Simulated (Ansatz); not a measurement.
The system is Pd.

```xyz
1
Lattice="0.0000 1.9465 1.9465 1.9465 0.0000 1.9465 1.9465 1.9465 0.0000" Properties=species:S:1:pos:R:3 pbc="T T T"
Pd    0.0000    0.0000    0.0000
```

Base run:

```yaml
Program: Ansatz 0.2.0
Functional: LDA
Potentials_or_basis: all-electron LAPW, scalar-relativistic
Cutoff: 266 eV (chosen from the basis error)
Basis_error_allowed: 0.001 eV/atom
k_mesh: 12 × 12 × 12
Occupations: fermi-dirac, width 0.05 eV
Spin: no spin polarisation
```

Its results: pressure -8.7 GPa.

Question: The run is repeated on the same cell with these changes: functional from LDA to PBE. What comes out?

Answer: Pressure 6.8 GPa.

PBE binds less tightly than LDA, so the same cell stands under more pressure.
